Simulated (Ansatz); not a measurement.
## Straining Si₂W

Theory: DFT PBE, scalar-relativistic, plane waves, PAW (Ansatz 0.2.0). Settings: 420 eV cutoff, 12×12×6 k-mesh, Gaussian smearing of 0.10 eV, no spin polarisation.

The relaxed crystal:

```
Si W
1.0
     3.22900    0.00000    0.00000
     0.00000    3.22900    0.00000
     0.00000    0.00000    7.86683
Si W
4 2
Direct
  0.00000 0.00000 0.33457
  0.50000 0.50000 0.16543
  0.50000 0.50000 0.83457
  0.00000 0.00000 0.66543
  0.00000 0.00000 0.00000
  0.50000 0.50000 0.50000
```

Deformation: biaxial strain in the a-b plane, with the length and tilt of c and the atoms relaxed, all within the symmetry that the strain leaves. Energies are extrapolated to zero smearing. On this cell's mesh the reference holds a stress of up to 0.13 GPa.

Spin–orbit coupling is left out, which can shift energies with elements as heavy as these.

**Question.** Give the structure at +4.5 %.

**Answer.**
```
Si W
1.0
     3.37430    0.00000    0.00000
     0.00000    3.37430    0.00000
     0.00000    0.00000    7.76438
Si W
4 2
Cartesian
  0.0000 0.0000 2.6048
  1.6872 1.6872 1.2774
  1.6872 1.6872 6.4870
  0.0000 0.0000 5.1596
  0.0000 0.0000 0.0000
  1.6872 1.6872 3.8822
```
Space group I4/mmm (139), 77.6 meV/atom over the relaxed crystal.